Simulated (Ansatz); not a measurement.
## Point defect: Hf vacancy in HfO2

All numbers below come from Ansatz, DFT PBE, scalar-relativistic, plane waves, PAW. (420 eV cutoff, 2×2×2 k-mesh, shifted by half a step, Gaussian smearing of 0.01 eV, collinear spin)

Host crystal, relaxed:

```yaml
crystal:
  lattice:
    - [5.29380, 0.00000, 0.00000]
    - [0.00000, 5.06923, 0.00000]
    - [0.00000, 0.00000, 5.10096]
  atoms:
    - { symbol: Hf, position: [0.03262, 0.26629, 0.23999] }
    - { symbol: Hf, position: [0.46738, 0.26629, 0.73999] }
    - { symbol: Hf, position: [0.53262, 0.73371, 0.23999] }
    - { symbol: Hf, position: [0.96738, 0.73371, 0.73999] }
    - { symbol: O, position: [0.36539, 0.06760, 0.38315] }
    - { symbol: O, position: [0.13461, 0.06760, 0.88315] }
    - { symbol: O, position: [0.72918, 0.46281, 0.48986] }
    - { symbol: O, position: [0.77082, 0.46281, 0.98986] }
    - { symbol: O, position: [0.27082, 0.53719, 0.98986] }
    - { symbol: O, position: [0.22918, 0.53719, 0.48986] }
    - { symbol: O, position: [0.86539, 0.93240, 0.38315] }
    - { symbol: O, position: [0.63461, 0.93240, 0.88315] }
```

Supercell of 48 atoms, rows in host cell vectors: 1 -1 -1; -1 -1 1; -1 1 -1. Atoms relax at the host's cell, keeping the symmetry that the supercell leaves at the site. The cell is small, so energies carry finite-size errors of tenths of an eV. The host's Kohn–Sham gap is 4.36 eV.

Spin-orbit coupling is left out, which matters for the bands and energies of heavy elements.

Defect: Hf vacancy, charge 0.

Command:

```bash
ansatz run input.yaml --threads 4 --pin off --max-ram 10240MiB --backend cpu --events-out ev --progress --plain --runs-dir out
```

The input:

```yaml
crystal:
  lattice:
    - [5.2938031705, -5.0692316809, -5.1009636625]
    - [-5.2938031705, -5.0692316809, 5.1009636625]
    - [-5.2938031705, 5.0692316809, -5.1009636625]
  atoms:
    - { symbol: Hf, position: [0.246863095, 0.350548292, 0.8636996202] }
    - { symbol: Hf, position: [0.246863095, 0.850548292, 0.3636996202] }
    - { symbol: Hf, position: [0.746863095, 0.850548292, 0.8636996202] }
    - { symbol: Hf, position: [0.496863095, 0.1331634747, 0.896314803] }
    - { symbol: Hf, position: [0.996863095, 0.1331634747, 0.396314803] }
    - { symbol: Hf, position: [0.996863095, 0.6331634747, 0.896314803] }
    - { symbol: Hf, position: [0.496863095, 0.6331634747, 0.396314803] }
    - { symbol: Hf, position: [0.5131513283, 0.8668365253, 0.1136996202] }
    - { symbol: Hf, position: [0.0131513283, 0.8668365253, 0.6136996202] }
    - { symbol: Hf, position: [0.0131513283, 0.3668365253, 0.1136996202] }
    - { symbol: Hf, position: [0.5131513283, 0.3668365253, 0.6136996202] }
    - { symbol: Hf, position: [0.2631513283, 0.649451708, 0.646314803] }
    - { symbol: Hf, position: [0.7631513283, 0.649451708, 0.146314803] }
    - { symbol: Hf, position: [0.7631513283, 0.149451708, 0.646314803] }
    - { symbol: Hf, position: [0.2631513283, 0.149451708, 0.146314803] }
    - { symbol: O, position: [0.774625802, 0.2835052806, 0.1257268163], spin: 0.286 }
    - { symbol: O, position: [0.274625802, 0.2835052806, 0.6257268163] }
    - { symbol: O, position: [0.274625802, 0.7835052806, 0.1257268163] }
    - { symbol: O, position: [0.774625802, 0.7835052806, 0.6257268163] }
    - { symbol: O, position: [0.524625802, 0.3988989857, 0.9911205214] }
    - { symbol: O, position: [0.024625802, 0.3988989857, 0.4911205214], spin: 0.286 }
    - { symbol: O, position: [0.024625802, 0.8988989857, 0.9911205214] }
    - { symbol: O, position: [0.524625802, 0.8988989857, 0.4911205214] }
    - { symbol: O, position: [0.5236629141, 0.9040020735, 0.8904773985] }
    - { symbol: O, position: [0.0236629141, 0.9040020735, 0.3904773985] }
    - { symbol: O, position: [0.0236629141, 0.4040020735, 0.8904773985] }
    - { symbol: O, position: [0.5236629141, 0.4040020735, 0.3904773985], spin: 0.286 }
    - { symbol: O, position: [0.2736629141, 0.8831855156, 0.6196608407] }
    - { symbol: O, position: [0.7736629141, 0.8831855156, 0.1196608407] }
    - { symbol: O, position: [0.7736629141, 0.3831855156, 0.6196608407], spin: 0.286 }
    - { symbol: O, position: [0.2736629141, 0.3831855156, 0.1196608407] }
    - { symbol: O, position: [0.2364753251, 0.0959979265, 0.8696608407] }
    - { symbol: O, position: [0.7364753251, 0.0959979265, 0.3696608407], spin: 0.286 }
    - { symbol: O, position: [0.7364753251, 0.5959979265, 0.8696608407] }
    - { symbol: O, position: [0.2364753251, 0.5959979265, 0.3696608407] }
    - { symbol: O, position: [0.4864753251, 0.1168144844, 0.1404773985], spin: 0.286 }
    - { symbol: O, position: [0.9864753251, 0.1168144844, 0.6404773985] }
    - { symbol: O, position: [0.9864753251, 0.6168144844, 0.1404773985] }
    - { symbol: O, position: [0.4864753251, 0.6168144844, 0.6404773985] }
    - { symbol: O, position: [0.3422215356, 0.6011010143, 0.8757268163] }
    - { symbol: O, position: [0.8422215356, 0.6011010143, 0.3757268163], spin: 0.286 }
    - { symbol: O, position: [0.8422215356, 0.1011010143, 0.8757268163] }
    - { symbol: O, position: [0.3422215356, 0.1011010143, 0.3757268163] }
    - { symbol: O, position: [0.0922215356, 0.7164947194, 0.7411205214] }
    - { symbol: O, position: [0.5922215356, 0.7164947194, 0.2411205214] }
    - { symbol: O, position: [0.5922215356, 0.2164947194, 0.7411205214] }
    - { symbol: O, position: [0.0922215356, 0.2164947194, 0.2411205214] }
  host:
    lattice:
      - [5.2938031705, 0.0, 0.0]
      - [0.0, 5.0692316809, 0.0]
      - [0.0, 0.0, 5.1009636625]
    atoms:
      - { symbol: Hf, position: [0.0326151828, 0.2662882333, 0.2399855767] }
      - { symbol: Hf, position: [0.4673848172, 0.2662882333, 0.7399855767] }
      - { symbol: Hf, position: [0.5326151828, 0.7337117667, 0.2399855767] }
      - { symbol: Hf, position: [0.9673848172, 0.7337117667, 0.7399855767] }
      - { symbol: O, position: [0.3653937051, 0.0675957336, 0.3831526624] }
      - { symbol: O, position: [0.1346062949, 0.0675957336, 0.8831526624] }
      - { symbol: O, position: [0.7291834422, 0.4628124109, 0.4898617608] }
      - { symbol: O, position: [0.7708165578, 0.4628124109, 0.9898617608] }
      - { symbol: O, position: [0.2708165578, 0.5371875891, 0.9898617608] }
      - { symbol: O, position: [0.2291834422, 0.5371875891, 0.4898617608] }
      - { symbol: O, position: [0.8653937051, 0.9324042664, 0.3831526624] }
      - { symbol: O, position: [0.6346062949, 0.9324042664, 0.8831526624] }
basis:
  ecutwfc: 420
  xc_grid: 2
kpoints:
  mp_grid: { grid: [2, 2, 2], shift: [0.5, 0.5, 0.5] }
hamiltonian:
  xc: pbe
scf:
  occupations: { method: gaussian, width: 0.01 }
output:
  forces: true
  stress: false
  eigenvalues: true
  populations: true
  charged_corrections: { defect_position: [0.74686309, 0.35054829, 0.36369962] }
  write_density: true
  write_potential: true
  elf: true
  volumetric_format: npy
magnetization:
  spin_polarized: true
relax:
  adjacent_minimum: "off"
  f_tol: 0.025
  max_steps: 45
```

From the output:

```
Warning: RAYON_NUM_THREADS=4 ignored (pool sized by the plan → 4); use --threads N
Crystal: 47 atoms, lattice volume = 547.548 Å³
Basis set: ecut = 420 eV, 10661 PW (Γ), exchange–correlation on 120×120×120 points (8 copies of the dense FFT grid, shifted against one another)
Bands: 351, of which v1, the nominal top of the filled ones, is band 291 counted from 1 (290 counted from 0)
Symmetry: 1 space group operations
Space group: P1 (ITA 1), of the structure as read, at distance tolerance 8.2e-5 Å
k-points: 4 of 8 (time reversal used)
relax step   1: F+E_penalty+E_count = -254047.08290660 eV  Δ(F+E_penalty+E_count) = +0.000e0 eV  max|allowed force component| = 1.346e0 eV/Å  Δτ_max = 0.0000 Å
relax step   2: F+E_penalty+E_count = -254047.98018502 eV  Δ(F+E_penalty+E_count) = -8.973e-1 eV  max|allowed force component| = 6.374e-1 eV/Å  Δτ_max = 0.1960 Å
relax step   3: F+E_penalty+E_count = -254048.22385859 eV  Δ(F+E_penalty+E_count) = -2.437e-1 eV  max|allowed force component| = 5.304e-1 eV/Å  Δτ_max = 0.2000 Å
relax step   4: F+E_penalty+E_count = -254048.33281877 eV  Δ(F+E_penalty+E_count) = -1.090e-1 eV  max|allowed force component| = 2.329e-1 eV/Å  Δτ_max = 0.0486 Å
relax step   5: F+E_penalty+E_count = -254048.39099238 eV  Δ(F+E_penalty+E_count) = -5.817e-2 eV  max|allowed force component| = 2.730e-1 eV/Å  Δτ_max = 0.2000 Å
relax step   6: F+E_penalty+E_count = -254048.42257048 eV  Δ(F+E_penalty+E_count) = -3.158e-2 eV  max|allowed force component| = 1.306e-1 eV/Å  Δτ_max = 0.0377 Å
relax step   7: F+E_penalty+E_count = -254048.42262483 eV  Δ(F+E_penalty+E_count) = -5.434e-5 eV  max|allowed force component| = 2.988e-1 eV/Å  Δτ_max = 0.2000 Å
relax step   8: F+E_penalty+E_count = -254048.44734031 eV  Δ(F+E_penalty+E_count) = -2.472e-2 eV  max|allowed force component| = 6.892e-2 eV/Å  Δτ_max = 0.0709 Å
relax step   9: F+E_penalty+E_count = -254048.44929884 eV  Δ(F+E_penalty+E_count) = -1.959e-3 eV  max|allowed force component| = 4.381e-2 eV/Å  Δτ_max = 0.0079 Å
relax step  10: F+E_penalty+E_count = -254048.44890188 eV  Δ(F+E_penalty+E_count) = +3.970e-4 eV  max|allowed force component| = 6.675e-2 eV/Å  Δτ_max = 0.0283 Å
relax step  11: F+E_penalty+E_count = -254048.45016242 eV  Δ(F+E_penalty+E_count) = -8.636e-4 eV  max|allowed force component| = 1.215e-2 eV/Å  Δτ_max = 0.0141 Å
SCF converged after 10 iterations
Free energy (F): -254048.450162 eV
E sigma→0 (E₀):  -254048.449664 eV
Fermi energy:    13.407884 eV
```

The relaxation gained 1.37 eV in 11 steps. Time: 36 min on 4 threads of Arm Neoverse V1, on a shared host, peak memory 4 GiB.